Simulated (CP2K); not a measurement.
# Nb (Im-3m) in CP2K: equation of state

How stiff is Nb in PBEsol, and what volume does it want? The cell is scaled to several volumes.

Program: CP2K 2026.2. These are calculated values, not measurements. Logs are shortened: lines on timing, memory, paths and dates and some standing lists are left out, and cuts for length are marked.

**What was measured.**

“Pressure effects on the electronic structure and superconductivity of (TaNb)0.67(HfZrTi)0.33 high entropy alloy”, 2019, arxiv:1910.08312 quotes, for a bulk crystal of Nb: bulk modulus 169 GPa.

The results are compared with them further down.

## Step 1: The structure

Symmetry: Im-3m, No. 229, cubic system. The conventional cell has a = 3.328 Å, b = 3.328 Å, c = 3.328 Å, α = 90.00°, β = 90.00°, γ = 90.00°. Nb (site symmetry m-3m) has 8 Nb at 2.88 Å as nearest neighbours.

## Step 2: Single point, PBEsol, 18.43 Å³/atom

File nb_eos.inp:

```
&GLOBAL
  PROJECT nb_eos
  RUN_TYPE ENERGY_FORCE
  PRINT_LEVEL LOW
&END GLOBAL
&FORCE_EVAL
  METHOD QS
  STRESS_TENSOR ANALYTICAL
  &DFT
    BASIS_SET_FILE_NAME BASIS_MOLOPT_UZH
    POTENTIAL_FILE_NAME POTENTIAL_UZH
    &MGRID
      CUTOFF 450
      REL_CUTOFF 60
      NGRIDS 5
    &END MGRID
    &QS
      METHOD GPW
      EPS_DEFAULT 1.0E-10
    &END QS
    &KPOINTS
      SCHEME MONKHORST-PACK 11 11 11
      GAMMA_CENTERED T
      SYMMETRY T
      SYMMETRY_BACKEND SPGLIB
    &END KPOINTS
    &SCF
      SCF_GUESS ATOMIC
      EPS_SCF 1.0E-6
      MAX_SCF 100
      ADDED_MOS 11
      CHOLESKY OFF
      EPS_EIGVAL 1.0E-7
      &DIAGONALIZATION ON
        ALGORITHM STANDARD
      &END DIAGONALIZATION
      &MIXING ON
        METHOD BROYDEN_MIXING
        ALPHA 0.4
        BETA 1.5
        NBUFFER 8
      &END MIXING
      &SMEAR ON
        METHOD FERMI_DIRAC
        ELECTRONIC_TEMPERATURE [K] 580.226
      &END SMEAR
    &END SCF
    &XC
      &XC_FUNCTIONAL
        &GGA_X_PBE_SOL
        &END GGA_X_PBE_SOL
        &GGA_C_PBE_SOL
        &END GGA_C_PBE_SOL
      &END XC_FUNCTIONAL
    &END XC
    &PRINT
      &KPOINTS ON
      &END KPOINTS
      &MULLIKEN ON
      &END MULLIKEN
      &MO ON
        ENERGIES T
        OCCUPATION_NUMBERS T
        &EACH
          QS_SCF 0
        &END EACH
        ADD_LAST NUMERIC
      &END MO
    &END PRINT
  &END DFT
  &SUBSYS
    &CELL
      ABC 2.8820459413 2.8820459413 2.8820459412
      ALPHA_BETA_GAMMA 109.4712206344 109.4712206343 109.4712206339
      PERIODIC XYZ
    &END CELL
    &COORD
      SCALED
      Nb  0.0000000000 0.0000000000 0.0000000000
    &END COORD
    &KIND Nb
      BASIS_SET TZVP-MOLOPT-PBE-GTH-q13
      POTENTIAL GTH-PBE-q13
    &END KIND
    &PRINT
      &ATOMIC_COORDINATES ON
      &END ATOMIC_COORDINATES
      &CELL ON
      &END CELL
    &END PRINT
  &END SUBSYS
  &PRINT
    &FORCES ON
    &END FORCES
    &STRESS_TENSOR ON
    &END STRESS_TENSOR
  &END PRINT
&END FORCE_EVAL
```

Potentials or basis: POTENTIAL_UZH Nb GTH-PBE-q13; TZVP-MOLOPT-PBE-GTH basis.

Launch:

```console
> OMP_NUM_THREADS=1 cp2k.psmp -i nb_eos.inp -o nb_eos.out
```

nb_eos.out:

```text

 CP2K| version string:                                       CP2K version 2026.2
 CP2K| Input file name                                                nb_eos.inp

 GLOBAL| Force Environment number                                              1
 GLOBAL| Basis set file name                                    BASIS_MOLOPT_UZH
 GLOBAL| Potential file name                                       POTENTIAL_UZH
 GLOBAL| MM Potential file name                                     MM_POTENTIAL
 GLOBAL| Coordinate file name                                      __STD_INPUT__
 GLOBAL| Method name                                                        CP2K
 GLOBAL| Project name                                                     nb_eos
 GLOBAL| Run type                                                   ENERGY_FORCE
 GLOBAL| FFT library                                                       FFTW3
[... 8 lines left out ...]
 GLOBAL| CPU model name                                                  UNKNOWN

 CELL| Volume [angstrom^3]:                                            18.428110
 CELL| Vector a [angstrom]:       2.882     0.000     0.000   |a| =     2.882046
 CELL| Vector b [angstrom]:      -0.961     2.717     0.000   |b| =     2.882046
 CELL| Vector c [angstrom]:      -0.961    -1.359     2.353   |c| =     2.882046
 CELL| Angle (b,c), alpha [degree]:                                   109.471221
 CELL| Angle (a,c), beta  [degree]:                                   109.471221
 CELL| Angle (a,b), gamma [degree]:                                   109.471221
 CELL| Numerically orthorhombic:                                              NO
 CELL| Periodicity                                                           XYZ

 CELL_REF| Volume [angstrom^3]:                                        18.428110
 CELL_REF| Vector a [angstrom     2.882     0.000     0.000   |a| =     2.882046
 CELL_REF| Vector b [angstrom    -0.961     2.717     0.000   |b| =     2.882046
 CELL_REF| Vector c [angstrom    -0.961    -1.359     2.353   |c| =     2.882046
 CELL_REF| Angle (b,c), alpha [degree]:                               109.471221
 CELL_REF| Angle (a,c), beta  [degree]:                               109.471221
 CELL_REF| Angle (a,b), gamma [degree]:                               109.471221
 CELL_REF| Numerically orthorhombic:                                          NO
 CELL_REF| Periodicity                                                       XYZ
[... 9 lines left out ...]
 TOTAL NUMBERS AND MAXIMUM NUMBERS

  Total number of            - Atomic kinds:                                   1
                             - Atoms:                                          1
                             - Shell sets:                                     1
                             - Shells:                                        11
                             - Primitive Cartesian functions:                  6
                             - Cartesian basis functions:                     41
                             - Spherical basis functions:                     35

  Maximum angular momentum of- Orbital basis functions:                        3
                             - Local part of the GTH pseudopotential:          2
                             - Non-local part of the GTH pseudopotential:      4

 MODULE QUICKSTEP: ATOMIC COORDINATES IN ANGSTROM

   Atom Kind Element         X             Y             Z       Z(eff)     Mass
      1    1 Nb   41      0.000000      0.000000      0.000000  13.0000  92.9064

 SCF PARAMETERS         Density guess:                                    ATOMIC
                        --------------------------------------------------------
                        max_scf:                                             100
[... 7 lines left out ...]
                        --------------------------------------------------------
                        level_shift [a.u.]:                             0.000000
                        added MOs                                        11    0
                        --------------------------------------------------------
                        Mixing method:                            BROYDEN_MIXING
                                                charge density mixing in g-space
                        --------------------------------------------------------
                        Smear method:                                FERMI_DIRAC
                        Electronic temperature [K]:                        580.2
                        Electronic temperature [a.u.]:                  1.84E-03
                        Accuracy threshold:                             1.00E-10
                        --------------------------------------------------------
                        No outer SCF

 *******************************************************************************
[... 32 lines left out ...]

 SCF WAVEFUNCTION OPTIMIZATION

  Step     Update method      Time    Convergence         Total energy    Change
  ------------------------------------------------------------------------------
     1 NoMix/Diag. 0.40E+00    7.6     0.69219671       -56.8127405141 -5.68E+01
     2 Broy./Diag. 0.40E+00    5.4     0.04286517       -57.5834509873 -7.71E-01
     3 Broy./Diag. 0.40E+00    5.3     0.08621468       -56.9686081120  6.15E-01
     4 Broy./Diag. 0.40E+00    5.4     0.01262094       -56.5332598990  4.35E-01
     5 Broy./Diag. 0.40E+00    5.4     0.00236401       -56.5643692155 -3.11E-02
     6 Broy./Diag. 0.40E+00    5.4     0.00087740       -56.5528200721  1.15E-02
     7 Broy./Diag. 0.40E+00    5.4     0.00019009       -56.5540917961 -1.27E-03
     8 Broy./Diag. 0.40E+00    5.4     0.00002975       -56.5529527540  1.14E-03
     9 Broy./Diag. 0.40E+00    5.4     0.00001021       -56.5529753054 -2.26E-05
    10 Broy./Diag. 0.40E+00    5.4     0.00000157       -56.5529126233  6.27E-05
    11 Broy./Diag. 0.40E+00    5.4     0.00000046       -56.5529130699 -4.47E-07

  *** SCF run converged in    11 steps ***

  Electronic density on regular grids:        -13.0000000004       -0.0000000004
  Core density on regular grids:               12.9999999991       -0.0000000009
  Total charge density on r-space grids:       -0.0000000013
  Total charge density g-space grids:          -0.0000000013

  Overlap energy of the core charge distribution:               0.00000000000001
  Self energy of the core charge distribution:               -103.20408107975094
  Core Hamiltonian energy:                                     23.36994700173222
  Hartree energy:                                              30.03977260611145
  Exchange-correlation energy:                                 -6.75798203964581
  Electronic entropic energy:                                  -0.00056955901021
  Fermi energy:                                                 0.50794247570788

  Total energy:                                               -56.55291306994890
  Total energy (extrapolated to T->0):                        -56.55262829044380

 MO| EIGENVALUES AND OCCUPATION NUMBERS FOR K POINT 1
 MO|
 MO|  Index      Eigenvalue [a.u.]        Eigenvalue [eV]             Occupation
 MO|      1              -1.467585             -39.935006               2.000000
 MO|      2              -0.611994             -16.653204               2.000000
 MO|      3              -0.611994             -16.653204               2.000000
 MO|      4              -0.606475             -16.503036               2.000000
 MO|      5               0.386400              10.514468               2.000000
 MO|      6               0.386400              10.514468               2.000000
[... 10 lines left out ...]
 MO|     17               1.762874              47.970242               0.000000
 MO|     18               1.851532              50.382757               0.000000
 MO| Sum:                                                              12.000000
 MO| E(Fermi):            0.507942 a.u.         13.821818 eV
[... 289 lines left out ...]
 MO| EIGENVALUES AND OCCUPATION NUMBERS FOR K POINT 14
 MO|
 MO|  Index      Eigenvalue [a.u.]        Eigenvalue [eV]             Occupation
 MO|      1              -1.469715             -39.992984               2.000000
 MO|      2              -0.617596             -16.805654               2.000000
 MO|      3              -0.603442             -16.420487               2.000000
 MO|      4              -0.597599             -16.261509               2.000000
 MO|      5               0.408809              11.124265               2.000000
 MO|      6               0.432743              11.775548               2.000000
[... 10 lines left out ...]
 MO|     17               1.619474              44.068117               0.000000
 MO|     18               1.729943              47.074156               0.000000
 MO| Sum:                                                              12.000000
 MO| E(Fermi):            0.507942 a.u.         13.821818 eV

 [... the levels of further k-points ...]

 !-----------------------------------------------------------------------------!
                     Mulliken Population Analysis

 #  Atom  Element  Kind  Atomic population                           Net charge
       1     Nb       1         13.000000                              0.000000
 # Total charge                             13.000000                  0.000000

 !-----------------------------------------------------------------------------!

 ENERGY| Total FORCE_EVAL ( QS ) energy [hartree]            -56.552911635132020

 FORCES| Atomic forces [hartree/bohr]
 FORCES|   Atom     x               y               z               |f|
 FORCES|      1 -2.49730265E-14 -1.61380855E-14 -6.37663615E-14   7.03579328E-14
 FORCES| Sum    -2.49730265E-14 -1.61380855E-14 -6.37663615E-14
 FORCES| Total atomic force                                       7.03579328E-14

 STRESS| Analytical stress tensor [bar]
 STRESS|                        x                   y                   z
 STRESS|      x       -6.37196142074E+04   2.53872434868E-03   1.11934082423E-02
 STRESS|      y        2.53872434868E-03  -6.37196158318E+04   1.44821378390E-02
 STRESS|      z        1.11934082423E-02   1.44821378390E-02  -6.37195932247E+04
 STRESS| 1/3 Trace                                            -6.37196077547E+04
 STRESS| Determinant                                          -2.58713613049E+14

 STRESS| Eigenvectors and eigenvalues of the analytical stress tensor [bar]
 STRESS|                        1                   2                   3
 STRESS| Eigenvalues  -6.37196239685E+04  -6.37196170634E+04  -6.37195822322E+04
 STRESS|      x           0.374382101711     -0.866049288188      0.331355809286
 STRESS|      y           0.778865565337      0.487616476679      0.394459887445
 STRESS|      z          -0.503196256992      0.110402908025      0.857090849822
```

Run time: 73 s. Hardware: 1 thread of Arm Neoverse V2, shared host; peak memory 0.29 GiB.

What came out:

```yaml
Free_energy: -1538.8830 eV
Pressure: -6.4 GPa
Band_gap_on_the_k_mesh: none (metal or under the smearing width)
```

Caveat: the potentials were made for another functional, which shifts forces and pressure; the basis of atomic orbitals isn't converged, which shifts pressures, moduli and gaps.

## Step 3: Single point, PBEsol, 18.06 Å³/atom (volume scaled by 0.98)

Edit nb_eos.inp of step 2 so:

```diff
@@ -11,2 +11,3 @@
     POTENTIAL_FILE_NAME POTENTIAL_UZH
+    WFN_RESTART_FILE_NAME previous-RESTART.kp
     &MGRID
@@ -27,3 +28,3 @@
     &SCF
-      SCF_GUESS ATOMIC
+      SCF_GUESS RESTART
       EPS_SCF 1.0E-6
@@ -72,4 +73,4 @@
     &CELL
-      ABC 2.8820459413 2.8820459413 2.8820459412
-      ALPHA_BETA_GAMMA 109.4712206344 109.4712206343 109.4712206339
+      ABC 2.8627027683 2.8627027683 2.8627027682
+      ALPHA_BETA_GAMMA 109.4712206336 109.4712206349 109.4712206346
       PERIODIC XYZ
```

Potentials or basis: POTENTIAL_UZH Nb GTH-PBE-q13; TZVP-MOLOPT-PBE-GTH basis.

Launch:

```console
> OMP_NUM_THREADS=1 cp2k.psmp -i nb_eos.inp -o nb_eos.out
```

Wall time 58 s (1 thread of Arm Neoverse V2, shared host); peak memory 0.28 GiB.

Results (log left out):

```
Free energy            : -1538.8939 eV
Pressure               : -3.1 GPa
Band gap on the k mesh : none (metal or under the smearing width)
```

Caveat: the potentials were made for another functional, which shifts forces and pressure; the basis of atomic orbitals isn't converged, which shifts pressures, moduli and gaps.

## Step 4: Single point, PBEsol, 18.80 Å³/atom (volume scaled by 1.02)

Edit nb_eos.inp of step 3 so:

```diff
@@ -73,4 +73,4 @@
     &CELL
-      ABC 2.8627027683 2.8627027683 2.8627027682
-      ALPHA_BETA_GAMMA 109.4712206336 109.4712206349 109.4712206346
+      ABC 2.9011328945 2.9011328945 2.9011328944
+      ALPHA_BETA_GAMMA 109.4712206349 109.4712206340 109.4712206330
       PERIODIC XYZ
```

Launch:

```console
> OMP_NUM_THREADS=1 cp2k.psmp -i nb_eos.inp -o nb_eos.out
```

Run time: 55 s. Hardware: 1 thread of Arm Neoverse V2, shared host; peak memory 0.28 GiB.

Results (log left out):

```
Free energy            : -1538.8648 eV
Pressure               : -9.4 GPa
Band gap on the k mesh : none (metal or under the smearing width)
```

Caveat: the potentials were made for another functional, which shifts forces and pressure; the basis of atomic orbitals isn't converged, which shifts pressures, moduli and gaps.

## Step 5: Single point, PBEsol, 17.69 Å³/atom (volume scaled by 0.96)

Edit nb_eos.inp of step 4 so:

```diff
@@ -73,4 +73,4 @@
     &CELL
-      ABC 2.9011328945 2.9011328945 2.9011328944
-      ALPHA_BETA_GAMMA 109.4712206349 109.4712206340 109.4712206330
+      ABC 2.8430945997 2.8430945996 2.8430945996
+      ALPHA_BETA_GAMMA 109.4712206343 109.4712206352 109.4712206350
       PERIODIC XYZ
```

Launch:

```console
> OMP_NUM_THREADS=1 cp2k.psmp -i nb_eos.inp -o nb_eos.out
```

Run time: 65 s. Hardware: 1 thread of Arm Neoverse V2, shared host; peak memory 0.28 GiB.

It converged, with:

```
Free energy            : -1538.8970 eV
Pressure               : 0.5 GPa
Band gap on the k mesh : none (metal or under the smearing width)
```

Caveat: the potentials were made for another functional, which shifts forces and pressure; the basis of atomic orbitals isn't converged, which shifts pressures, moduli and gaps.

## Step 6: Single point, PBEsol, 19.17 Å³/atom (volume scaled by 1.04)

Edit nb_eos.inp of step 5 so:

```diff
@@ -73,4 +73,4 @@
     &CELL
-      ABC 2.8430945997 2.8430945996 2.8430945996
-      ALPHA_BETA_GAMMA 109.4712206343 109.4712206352 109.4712206350
+      ABC 2.9199719477 2.9199719476 2.9199719476
+      ALPHA_BETA_GAMMA 109.4712206356 109.4712206339 109.4712206336
       PERIODIC XYZ
```

Potentials or basis: POTENTIAL_UZH Nb GTH-PBE-q13; TZVP-MOLOPT-PBE-GTH basis.

Launch:

```console
> OMP_NUM_THREADS=1 cp2k.psmp -i nb_eos.inp -o nb_eos.out
```

Wall time 60 s (1 thread of Arm Neoverse V2, shared host); peak memory 0.28 GiB.

Results (log left out):

| Property | Result |
| --- | --- |
| Free energy | -1538.8400 eV |
| Pressure | -12.2 GPa |
| Band gap on the k mesh | none (metal or under the smearing width) |

Caveat: the potentials were made for another functional, which shifts forces and pressure; the basis of atomic orbitals isn't converged, which shifts pressures, moduli and gaps.

## Step 7: Single point, PBEsol, 17.32 Å³/atom (volume scaled by 0.94)

Edit nb_eos.inp of step 6 so:

```diff
@@ -73,4 +73,4 @@
     &CELL
-      ABC 2.9199719477 2.9199719476 2.9199719476
-      ALPHA_BETA_GAMMA 109.4712206356 109.4712206339 109.4712206336
+      ABC 2.8232121688 2.8232121687 2.8232121687
+      ALPHA_BETA_GAMMA 109.4712206349 109.4712206343 109.4712206342
       PERIODIC XYZ
```

Launch:

```console
> OMP_NUM_THREADS=1 cp2k.psmp -i nb_eos.inp -o nb_eos.out
```

It took 67 s on 1 thread of Arm Neoverse V2, shared host; peak memory 0.29 GiB.

It converged, with:

```yaml
Free_energy: -1538.8914 eV
Pressure: 4.4 GPa
Band_gap_on_the_k_mesh: none (metal or under the smearing width)
```

Caveat: the potentials were made for another functional, which shifts forces and pressure; the basis of atomic orbitals isn't converged, which shifts pressures, moduli and gaps.

## Step 8: Single point, PBEsol, 19.53 Å³/atom (volume scaled by 1.06)

Edit nb_eos.inp of step 7 so:

```diff
@@ -73,4 +73,4 @@
     &CELL
-      ABC 2.8232121688 2.8232121687 2.8232121687
-      ALPHA_BETA_GAMMA 109.4712206349 109.4712206343 109.4712206342
+      ABC 2.9385709966 2.9385709966 2.9385709965
+      ALPHA_BETA_GAMMA 109.4712206342 109.4712206343 109.4712206340
       PERIODIC XYZ
```

Launch:

```console
> OMP_NUM_THREADS=1 cp2k.psmp -i nb_eos.inp -o nb_eos.out
```

It took 59 s on 1 thread of Arm Neoverse V2, shared host; peak memory 0.28 GiB.

The run converged. Its results:

```
Free energy            : -1538.8091 eV
Pressure               : -14.7 GPa
Band gap on the k mesh : none (metal or under the smearing width)
```

Caveat: the potentials were made for another functional, which shifts forces and pressure; the basis of atomic orbitals isn't converged, which shifts pressures, moduli and gaps.

## Step 9: Equation of state, PBEsol

Potentials or basis: POTENTIAL_UZH Nb GTH-PBE-q13; TZVP-MOLOPT-PBE-GTH basis.

This step only gathers the single runs of the series.

What came out:

| Quantity | Value |
| --- | --- |
| Equilibrium volume | 17.74 Å³/atom |
| Bulk modulus | 178 GPa |
| Pressure derivative of the bulk modulus | 3.1 |

Energy against volume, from the lowest point:
| volume (Å³/atom) | energy (meV/atom) |
| --- | --- |
| 17.322 | 5.53 |
| 17.691 | 0.00 |
| 18.060 | 3.05 |
| 18.428 | 13.98 |
| 18.797 | 32.16 |
| 19.165 | 57.00 |
| 19.534 | 87.91 |

Caveat: the potentials were made for another functional, which shifts forces and pressure; the basis of atomic orbitals isn't converged, which shifts pressures, moduli and gaps.

## Step 10: Against experiment

Step 9. Against the measured bulk modulus of Nb, 169 GPa (quoted in “Pressure effects on the electronic structure and superconductivity of (TaNb)0.67(HfZrTi)0.33 high entropy alloy”, 2019, arxiv:1910.08312), the calculated 178 GPa is off by +5.1 %. The fit is for a static lattice scaled at fixed shape and fixed fractional positions.
